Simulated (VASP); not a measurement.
# TaSi2: density of states with PBEsol

The system is TaSi2.

```
Ta Si
1.0
     4.78000    0.00000    0.00000
    -2.39000    4.13960    0.00000
     0.00000    0.00000    6.56400
Ta Si
3 6
Direct
  0.00000 0.50000 0.16667
  0.50000 0.50000 0.83333
  0.50000 0.00000 0.50000
  0.33330 0.16665 0.16667
  0.16665 0.83335 0.83333
  0.83335 0.66670 0.50000
  0.66670 0.83335 0.16667
  0.83335 0.16665 0.83333
  0.16665 0.33330 0.50000
```

```json
{
  "Program": "VASP 6.6.1",
  "Task": "density of states",
  "Functional": "PBEsol",
  "Potentials or basis": "VASP PAW PBE potentials, release 64 (Ta_pv, Si)",
  "Cutoff": "520 eV",
  "k mesh": "5 × 5 × 3",
  "Occupations": "gaussian, width 0.02 eV",
  "Spin": "no spin polarisation",
  "k mesh for the DOS": "8 × 8 × 5",
  "Occupations for the DOS": "tetrahedron",
  "Further INCAR settings": "ALGO = Normal; EDIFF = 1e-06; NBANDS = 38"
}
```

The valence electrons inside the program's atomic spheres are Ta 9.04; Si 1.64.

Levels at points of the mesh, in eV from the Fermi level:
```csv
k point,band 26,band 27,band 28,band 29,band 30,band 31,band 32,band 33
"(0.00, 0.00, 0.00)",-2.26,-2.26,-2.21,-1.77,0.55,3.13,3.13,3.46
"(0.50, 0.00, 0.00)",-1.12,-0.77,-0.02,0.17,0.78,1.22,1.68,2.07
```

States per cell in windows of 1 eV (zero at the Fermi level; states under -8 eV left out):
```
from (eV)  total  Ta1_d  Ta2_d  Ta3_d  Si6_p  Si9_p  Si4_p
     -8.0   2.82   0.07   0.07   0.07   0.03   0.03   0.03
     -7.0   1.67   0.06   0.06   0.06   0.03   0.03   0.03
     -6.0   3.70   0.15   0.15   0.15   0.12   0.12   0.12
     -5.0   3.19   0.17   0.17   0.17   0.10   0.10   0.10
     -4.0   4.11   0.27   0.27   0.27   0.12   0.12   0.12
     -3.0   9.01   0.89   0.89   0.89   0.25   0.25   0.25
     -2.0   4.62   0.53   0.53   0.53   0.12   0.12   0.12
     -1.0   2.15   0.32   0.32   0.32   0.04   0.04   0.04
      0.0   2.62   0.42   0.42   0.42   0.04   0.04   0.04
      1.0   2.97   0.34   0.34   0.34   0.07   0.07   0.07
      2.0   6.47   0.77   0.77   0.77   0.12   0.12   0.12
      3.0   6.18   0.77   0.77   0.77   0.10   0.10   0.10
      4.0   0.85   0.12   0.12   0.12   0.01   0.01   0.01
      5.0   0.00   0.00   0.00   0.00   0.00   0.00   0.00
```

Wall time 2.1 min on 1 thread of Intel(R) Xeon(R) Platinum 8559C (Emerald Rapids), with other jobs on the host, peak memory 0.29 GiB.

 The run has no spin-orbit coupling, so splittings on Ta are missing.
